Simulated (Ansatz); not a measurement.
**Equation of state of Na under wPBEh**

Symmetry: Im-3m, No. 229, cubic system. Conventional cell: a = 4.282 Å, b = 4.282 Å, c = 4.282 Å, α = 90.00°, β = 90.00°, γ = 90.00°. Na (site symmetry m-3m) is surrounded by 8 Na at 3.71 Å.

The cell was scaled at fixed shape and fractions and run with Ansatz, Ansatz PAW, cutoff 420 eV; wPBEh, k mesh 6 × 6 × 6 on the cell of 1 atom, gaussian occupations of 0.05 eV, no spin polarisation, no spin-orbit coupling. The potentials were made for PBE. Energies are those that the program minimises, any entropy of the smearing included. For a metal such a mesh isn't converged to the digits shown.

| V (Å³/atom) | energy over the lowest row (meV/atom) |
| --- | --- |
| 36.9010 | 1.367 |
| 37.6861 | 0.285 |
| 38.4712 | 0.000 |
| 39.2564 | ? |
| 40.0415 | 1.541 |
| 40.8266 | 3.242 |
| 41.6117 | 5.489 |

Problem. Fit the third-order Birch-Murnaghan form, give V0, B0 and B′, and predict the energy left open.

Solution. With y = (V0/V)^(2/3), E = E0 + (9 V0 B0/16) [(y - 1)³ B′ + (y - 1)² (6 - 4y)]. Least squares through the rows shown give V0 = 38.3750 Å³/atom, E0 = -0.005 meV, B0 = 7.313 GPa (1 eV/Å³ = 160.218 GPa) and B′ = 3.63, with a largest miss of 0.001 meV. At V = 39.2564 the form with these constants gives 0.441 meV; the run gave 0.441 meV an atom.
